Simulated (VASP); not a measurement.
# Bi (Im-3m) in VASP: further runs

One crystal, Bi, is run at these levels: PBE+D3(BJ); tasks: relaxation of the atoms.

Program: VASP 6.6.1. These are calculated values, not measurements. Logs are shortened: lines on timing, memory, paths and dates and some standing lists are left out, and cuts for length are marked.

### Step 1. The structure

The structure is cubic, space group Im-3m (No. 229). The conventional cell has a = 3.917 Å, b = 3.917 Å, c = 3.917 Å, α = 90.00°, β = 90.00°, γ = 90.00°. Bi (site symmetry m-3m) is surrounded by 8 Bi at 3.39 Å.

This isn't the form of Bi at room conditions, which is rhombohedral.

### Step 2. Relaxation of the atoms, PBE+D3(BJ)

INCAR reads:

```
SYSTEM = Bi
ALGO = Normal
EDIFF = 1E-7
EDIFFG = -0.01
ENCUT = 600
GGA = PE
IBRION = 2
ISIF = 2
ISMEAR = 1
IVDW = 12
LASPH = .True.
LCHARG = .False.
LREAL = .False.
LWAVE = .False.
NELM = 80
NSW = 40
PREC = Accurate
SIGMA = 0.1
```

KPOINTS reads:

```
k-points
0
Gamma
  14 14 14
  0 0 0
```

POSCAR reads:

```
Bi                                      
1.0
   -1.9585864434      1.9585864434      1.9585864434
    1.9585864434     -1.9585864434      1.9585864434
    1.9585864434      1.9585864434     -1.9585864434
  Bi            
     1
Direct
     0.0000000000000000    0.0000000000000000    0.0000000000000000
```

Potentials or basis: VASP PAW PBE potentials, release 64 (Bi_d).

Started as:

```
$ cat potpaw_PBE.64/Bi_d/POTCAR > POTCAR
$ mpirun -np 1 vasp_std > vasp.out
```

OUTCAR:

```text
SYSTEM = Bi
   EDIFF = 1E-7
   EDIFFG = -0.01
   ENCUT = 600
   GGA = PE
   IBRION = 2
   ISIF = 2
   ISMEAR = 1
   IVDW = 12
   LASPH = .True.
   LREAL = .False.
   NELM = 80
   NSW = 40
   PREC = Accurate
 IVDW          = 12

 ion  position               nearest neighbor table
   1  0.000  0.000  0.000-

  LATTYP: Found a body centered cubic cell.
 ALAT       =     3.9171728868

  Lattice vectors:

 A1 = (  -1.9585864434,   1.9585864434,   1.9585864434)
 A2 = (   1.9585864434,  -1.9585864434,   1.9585864434)
 A3 = (   1.9585864434,   1.9585864434,  -1.9585864434)

Analysis of symmetry for initial positions (statically):
=====================================================================
 Subroutine PRICEL returns:
 Original cell was already a primitive cell.

 Routine SETGRP: Setting up the symmetry group for a
 body centered cubic supercell.

 Subroutine GETGRP returns: Found 48 space group operations
 (whereof 48 operations were pure point group operations)
 out of a pool of 48 trial point group operations.

The static configuration has the point symmetry O_h .

Analysis of symmetry for dynamics (positions and initial velocities):
=====================================================================
 Subroutine PRICEL returns:
 Original cell was already a primitive cell.

 Routine SETGRP: Setting up the symmetry group for a
 body centered cubic supercell.

 Subroutine GETGRP returns: Found 48 space group operations
 (whereof 48 operations were pure point group operations)
 out of a pool of 48 trial point group operations.

The dynamic configuration has the point symmetry O_h .

 Subroutine INISYM returns: Found 48 space group operations
 (whereof 48 operations are pure point group operations),
 and found     1 'primitive' translations

----------------------------------------------------------------------------------------

                                     Primitive cell

  volume of cell :      30.0530

  direct lattice vectors                    reciprocal lattice vectors
    -1.958586443  1.958586443  1.958586443     0.000000000  0.255286154  0.255286154
     1.958586443 -1.958586443  1.958586443     0.255286154  0.000000000  0.255286154
     1.958586443  1.958586443 -1.958586443     0.255286154  0.255286154  0.000000000

  length of vectors
     3.392371231  3.392371231  3.392371231     0.361029141  0.361029141  0.361029141

  position of ions in fractional coordinates (direct lattice)
     0.000000000  0.000000000  0.000000000

  ion indices of the primitive-cell ions
   primitive index   ion index
                 1           1

----------------------------------------------------------------------------------------

 KPOINTS: k-points

Automatic generation of k-mesh.
 Grid dimensions read from file:
 generate k-points for:   14   14   14

 Generating k-lattice:

  Cartesian coordinates                     Fractional coordinates (reciprocal lattice)
     0.000000000  0.018234725  0.018234725     0.071428571  0.000000000  0.000000000
     0.018234725  0.000000000  0.018234725     0.000000000  0.071428571  0.000000000
     0.018234725  0.018234725  0.000000000     0.000000000  0.000000000  0.071428571

  Length of vectors
     0.025787796  0.025787796  0.025787796

  Shift w.r.t. Gamma in fractional coordinates (k-lattice)
     0.000000000  0.000000000  0.000000000

 Subroutine IBZKPT returns following result:
 ===========================================

 Found    104 irreducible k-points:

 Following reciprocal coordinates:
            Coordinates               Weight
  0.000000  0.000000  0.000000      1.000000
  0.071429  0.000000  0.000000     12.000000
  0.142857  0.000000  0.000000     12.000000
  0.214286  0.000000  0.000000     12.000000
  0.285714  0.000000  0.000000     12.000000
  0.357143  0.000000  0.000000     12.000000
[... 16 lines left out ...]
  0.285714  0.285714  0.000000     24.000000
  0.357143  0.285714  0.000000     24.000000
 [... further k-points ...]
   k-points           NKPTS =    104   k-points in BZ     NKDIM =    104   number of bands    NBANDS=     11
   number of dos      NEDOS =    301   number of ions     NIONS =      1
   total plane-waves  NPLWV =  21952
   dimension x,y,z NGX =    28 NGY =   28 NGZ =   28
   dimension x,y,z NGXF=    56 NGYF=   56 NGZF=   56
   ions per type =               1
   NGX,Y,Z   is equivalent  to a cutoff of  13.72, 13.72, 13.72 a.u.
   NGXF,Y,Z  is equivalent  to a cutoff of  27.44, 27.44, 27.44 a.u.
 SYSTEM =  Bi
   PREC   = accura    normal or accurate (medium, high low for compatibility)
   ISTART =      0    job   : 0-new  1-cont  2-samecut
   ICHARG =      2    charge: 1-file 2-atom 10-const
   ISPIN  =      1    spin polarized calculation?
   LNONCOLLINEAR =      F non collinear calculations
   LSORBIT =      F    spin-orbit coupling
   LASPH  =      T    aspherical Exc in radial PAW
   ENCUT  =  600.0 eV  44.10 Ry    6.64 a.u.   6.78  6.78  6.78*2*pi/ulx,y,z
   NELM   =     80;   NELMIN=  2; NELMDL= -5     # of ELM steps
   EDIFF  = 0.1E-06   stopping-criterion for ELM
   LREAL  =      F    real-space projection
   EDIFFG = -.1E-01   stopping-criterion for IOM
   NSW    =     40    number of steps for IOM
   IBRION =      2    ionic relax: 0-MD 1-quasi-New 2-CG
   NFREE  =      1    steps in history (QN), initial steepest desc. (CG)
   ISIF   =      2    stress and relaxation
   ISYM   =      2    0-nonsym 1-usesym 2-fastsym
   POTIM  = 0.5000    time-step for ionic-motion
   TEBEG  =    0.0;   TEEND  =   0.0 temperature during run
   PSTRESS=    0.0 pullay stress
   NELECT =      15.0000    total number of electrons
   NUPDOWN=      -1.0000    fix difference up-down
   EMIN   =  10.00;   EMAX   =-10.00  energy-range for DOS
   EFERMI =   0.00;   METHOD = LEGACY
   ISMEAR =     1;   SIGMA  =   0.10  broadening in eV -4-tet -1-fermi 0-gaus
   EFERMI_NEDOS =   21; number of points for ismear=-14 and -15
   IALGO  =     38    algorithm
   IMIX   =      4    mixing-type and parameters
     AMIX     =   0.40;   BMIX     =  1.00
     AMIX_MAG =   1.60;   BMIX_MAG =  1.00
  volume/ion in A,a.u.               =      30.05       202.81
  Fermi-wavevector in a.u.,A,eV,Ry     =   1.298601  2.454001 22.944394  1.686365
  Thomas-Fermi vector in A             =   2.429919
   LORBIT       =      0    0 simple, 1 ext, 2 COOP (PROOUT), +10 PAW based schemes
   GGA     = PE    functional components
   LHFCALC =     F    Hartree Fock is set to
   AEXX    =    0.0000 exact exchange contribution
   IVDW    =    12    specifies the selected vdW correction
   LEPSILON=     F    determine dielectric tensor
   LRPA    =     F    only Hartree local field effects (RPA)
 conjugate gradient relaxation of ions
 non-spin polarized calculation
 Methfessel and Paxton  Order N= 1 SIGMA  =   0.10
  energy-cutoff  :      600.00
  volume of cell :       30.05
 maximum number of plane-waves:      1048
   NGX = 13   NGY = 13   NGZ = 13

 number of electron      14.9999999 magnetization

 Free energy of the ion-electron system (eV)
  ---------------------------------------------------
  ext. energy  EPLUGINS =         0.00000000
  ---------------------------------------------------
  free energy    TOTEN  =        -3.73672385 eV

  energy without entropy =       -3.73609257  energy(sigma->0) =       -3.73651343

 E-fermi :   8.2842     XC(G=0): -10.4619

 val. band max:        8.2691341228   @ k =  -0.3571   0.3571   0.2857
 cond. band min:       8.2936135827   @ k =  -0.4286   0.4286   0.2857
 fundamental gap:      0.0244794599
 Fermi energy:         8.2842274994

 k-point     1 :       0.0000    0.0000    0.0000
  band No.  band energies     occupation
      1     -14.7140      2.00000
      2     -14.7140      2.00000
      3     -14.7140      2.00000
      4     -14.5692      2.00000
      5     -14.5692      2.00000
      6      -5.4095      2.00000
      7      13.7346      0.00000
      8      13.7346      0.00000
      9      13.7346      0.00000
     10      17.9447      0.00000
     11      18.8422      0.00000

 k-point     2 :       0.0714    0.0000    0.0000
  band No.  band energies     occupation
      1     -14.7162      2.00000
      2     -14.7102      2.00000
      3     -14.7025      2.00000
      4     -14.5718      2.00000
      5     -14.5696      2.00000
      6      -5.3123      2.00000
      7      12.7063      0.00000
      8      13.4261      0.00000
      9      13.6407      0.00000
     10      17.8957      0.00000
     11      18.3782      0.00000

 k-point     3 :       0.1429    0.0000    0.0000
  band No.  band energies     occupation
      1     -14.7225      2.00000
      2     -14.7004      2.00000
      3     -14.6704      2.00000
      4     -14.5786      2.00000
      5     -14.5708      2.00000
      6      -5.0228      2.00000
      7      10.7342      0.00000
      8      12.7007      0.00000
      9      13.3714      0.00000
     10      16.7904      0.00000
     11      17.6861      0.00000

 k-point     4 :       0.2143    0.0000    0.0000
  band No.  band energies     occupation
      1     -14.7315      2.00000
      2     -14.6892      2.00000
      3     -14.6235      2.00000
      4     -14.5859      2.00000
      5     -14.5725      2.00000
      6      -4.5491      2.00000
      7       8.6347     -0.00001
      8      11.8639      0.00000
      9      12.9832      0.00000
     10      15.9069      0.00000
     11      17.0855      0.00000
[... 239 lines left out ...]
 k-point    22 :       0.3571    0.2143    0.0000
  band No.  band energies     occupation
      1     -14.7289      2.00000
      2     -14.6526      2.00000
      3     -14.5936      2.00000
      4     -14.5764      2.00000
      5     -14.5153      2.00000
      6      -1.8919      2.00000
      7       3.9537      2.00000
      8       6.8534      2.00000
      9      10.9286      0.00000
     10      16.4478      0.00000
     11      19.0309      0.00000

 k-point    23 :       0.2857    0.2857    0.0000
  band No.  band energies     occupation
      1     -14.7242      2.00000
      2     -14.6389      2.00000
      3     -14.6001      2.00000
      4     -14.5743      2.00000
      5     -14.5273      2.00000
      6      -1.8640      2.00000
      7       4.4236      2.00000
      8       6.0898      2.00000
      9      10.8643      0.00000
     10      16.9844      0.00000
     11      18.4250      0.00000

 k-point    24 :       0.3571    0.2857    0.0000
  band No.  band energies     occupation
      1     -14.7231      2.00000
      2     -14.6289      2.00000
      3     -14.6068      2.00000
      4     -14.5633      2.00000
      5     -14.5367      2.00000
      6      -1.6662      2.00000
      7       4.4555      2.00000
      8       5.5579      2.00000
      9      10.7880      0.00000
     10      17.1065      0.00000
     11      18.9596      0.00000

 [... further k-points ...]

------------------------ aborting loop because EDIFF is reached ----------------------------------------

 Edisp (eV)   -0.52440

 E8    (eV) :    -0.2576

  FORCE on cell =-STRESS in cart. coord.  units (eV):
  Direction    XX          YY          ZZ          XY          YZ          ZX
  --------------------------------------------------------------------------------------
  -------------------------------------------------------------------------------------
  Total      -0.00146    -0.00146    -0.00146     0.00000    -0.00000     0.00000
  in kB      -0.07758    -0.07758    -0.07758     0.00000    -0.00000     0.00000
  external pressure =       -0.08 kB  Pullay stress =        0.00 kB

 VOLUME and BASIS-vectors are now :
 -----------------------------------------------------------------------------
  energy-cutoff  :      600.00
  volume of cell :       30.05
      direct lattice vectors                 reciprocal lattice vectors
    -1.958586443  1.958586443  1.958586443     0.000000000  0.255286154  0.255286154
     1.958586443 -1.958586443  1.958586443     0.255286154  0.000000000  0.255286154
     1.958586443  1.958586443 -1.958586443     0.255286154  0.255286154  0.000000000

 POSITION                                       TOTAL-FORCE (eV/Angst)
 -----------------------------------------------------------------------------------
      0.00000      0.00000      0.00000         0.000000      0.000000      0.000000
 -----------------------------------------------------------------------------------
    total drift:                               -0.000000     -0.000000     -0.000000

  FREE ENERGIE OF THE ION-ELECTRON SYSTEM (eV)
  ---------------------------------------------------
  free  energy   TOTEN  =        -4.2611213142 eV

  energy  without entropy=       -4.2604900280  energy(sigma->0) =       -4.26091089

 reached required accuracy - stopping structural energy minimisation
```

Run time: 12 s. Hardware: 1 thread of Intel Xeon 6975P-C (Granite Rapids), shared host; peak memory 0.19 GiB.

Results:

- Free energy: -4.2611 eV
- Pressure after relaxing: 0.0 GPa
- Band gap on the k mesh: none (metal or under the smearing width)
- Dispersion energy per atom: -0.524 eV

Final structure:
```yaml
crystal:
  lattice:
    - [-1.95859, 1.95859, 1.95859]
    - [1.95859, -1.95859, 1.95859]
    - [1.95859, 1.95859, -1.95859]
  atoms:
    - { symbol: Bi, position: [0.00000, 0.00000, 0.00000] }
```

Levels at points of the mesh, in eV from the Fermi level:
```
           k point  band 4  band 5  band 6  band 7  band 8  band 9  band 10  band 11
(0.00, 0.00, 0.00)  -22.85  -22.85  -13.69    5.45    5.45    5.45     9.66    10.56
(0.50, 0.00, 0.00)  -22.86  -22.76  -10.44   -5.20    1.72    3.63     6.17     7.73
(0.50, 0.50, 0.50)  -22.78  -22.78   -8.18   -1.81   -1.81   -1.81     3.57     3.57
```

Caveat: the relaxation stopped at its first step, so nothing moved; spin-orbit coupling is left out, which moves the levels of the heavy elements; pairwise dispersion overbinds metals, which lowers pressure and volume.

### Step 3. Relaxation of the atoms, PBE+D3(BJ) (a relaxed cell with its volume scaled by 1.02)

INCAR is that of step 2.

KPOINTS is that of step 2.

POSCAR reads:

```
Bi                                      
1.0
   -1.9715575926      1.9715575926      1.9715575926
    1.9715575926     -1.9715575926      1.9715575926
    1.9715575926      1.9715575926     -1.9715575926
  Bi            
     1
Direct
     0.0000000000000000    0.0000000000000000    0.0000000000000000
```

Potentials or basis: VASP PAW PBE potentials, release 64 (Bi_d).

Started as:

```
$ cat potpaw_PBE.64/Bi_d/POTCAR > POTCAR
$ mpirun -np 1 vasp_std > vasp.out
```

Run time: 12 s. Hardware: 1 thread of Intel Xeon 6975P-C (Granite Rapids), shared host; peak memory 0.19 GiB.

The run converged. Its results:

```
Free energy                : -4.2591 eV
Pressure after relaxing    : -1.1 GPa
Band gap on the k mesh     : none (metal or under the smearing width)
Dispersion energy per atom : -0.514 eV
```

Final structure:
```yaml
crystal:
  lattice:
    - [-1.97156, 1.97156, 1.97156]
    - [1.97156, -1.97156, 1.97156]
    - [1.97156, 1.97156, -1.97156]
  atoms:
    - { symbol: Bi, position: [0.00000, 0.00000, 0.00000] }
```

Levels at points of the mesh, in eV from the Fermi level:
| k point | band 3 | band 4 | band 5 | band 6 | band 7 | band 8 | band 9 | band 10 | band 11 |
| --- | --- | --- | --- | --- | --- | --- | --- | --- | --- |
| (0.00, 0.00, 0.00) | -22.98 | -22.84 | -22.84 | -13.55 | 5.30 | 5.30 | 5.30 | 9.40 | 10.56 |
| (0.50, 0.00, 0.00) | -22.85 | -22.85 | -22.76 | -10.42 | -5.08 | 1.68 | 3.58 | 6.10 | 7.68 |
| (0.50, 0.50, 0.50) | -22.78 | -22.78 | -22.78 | -8.24 | -1.76 | -1.76 | -1.76 | 3.59 | 3.59 |

Caveat: the relaxation stopped at its first step, so nothing moved; spin-orbit coupling is left out, which moves the levels of the heavy elements; pairwise dispersion overbinds metals, which lowers pressure and volume.

[end of part 1 of 2]
